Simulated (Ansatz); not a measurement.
Crystal: BN.

```
N B
1.0
     0.00000    1.81300    1.81300
     1.81300    0.00000    1.81300
     1.81300    1.81300    0.00000
N B
1 1
Direct
  0.25000 0.25000 0.25000
  0.00000 0.00000 0.00000
```

The cell is a database's computed one.

Base run:

| Property | Result |
| --- | --- |
| Program | Ansatz 0.2.0 |
| Functional | PBE |
| Potentials or basis | all-electron PAW datasets made for the crystal |
| Cutoff | 580 eV |
| Density cutoff | 2320 eV |
| k mesh | 13 × 13 × 13 |
| Occupations | fixed |
| Spin | no spin polarisation |

Its results: band gap on the k mesh 4.53 eV, indirect (least direct gap 8.78 eV); electronic dielectric tensor (diagonal) 4.62.

Task: The run is repeated on the same cell with these changes: functional from PBE to PBEsol. What comes out?

Result: Band gap on the k mesh 4.35 eV, indirect (least direct gap 8.72 eV); electronic dielectric tensor (diagonal) 4.66.

Caveats: the program warned that the printed levels may be off, so bands, gaps and densities of states are rough; an odd mesh through Γ misses points on the zone boundary, where band edges often lie.

Not every run made on this cell is shown here.
